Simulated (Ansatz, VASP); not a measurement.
Two plane-wave programs on BN

```
B N
1.0
     2.56303    0.00000    0.00000
    -1.28151    2.21965    0.00000
     0.00000    0.00000    6.27815
B N
3 3
Direct
  0.00000 0.00000 0.00000
  0.33333 0.66667 0.33333
  0.66667 0.33333 0.66667
  0.00000 0.00000 0.25000
  0.33333 0.66667 0.58333
  0.66667 0.33333 0.91667
```

Alike in both runs: functional PBE; k mesh 12 × 12 × 4; occupations gaussian, width 0.02 eV; no spin polarisation.

Ansatz relaxed the structure, and its values are those at the end. VASP's run is a single point on that final structure, the one shown.

|  | VASP | Ansatz |
| --- | --- | --- |
| version | VASP 6.6.1 | Ansatz 0.2.0 |
| potentials or method | VASP PAW PBE potentials, release 64 (B, N) | scalar-relativistic, plane waves, PAW |
| plane-wave cutoff (eV) | 520 | 420 |
| valence electrons in the cell | 24 | 24 |

|  | VASP | Ansatz | Ansatz less VASP |
| --- | --- | --- | --- |
| gap on the k mesh at the Fermi level (eV) | 4.45 | 4.46 | +0.012 |
| least direct gap on the mesh (eV) | 6.85 | 6.86 | +0.011 |
| pressure (GPa) | 0.2 | 0.0 | -0.24 |

A k mesh can miss the band edges. A hybrid or GW would open this gap; PBE tends to underestimate it.
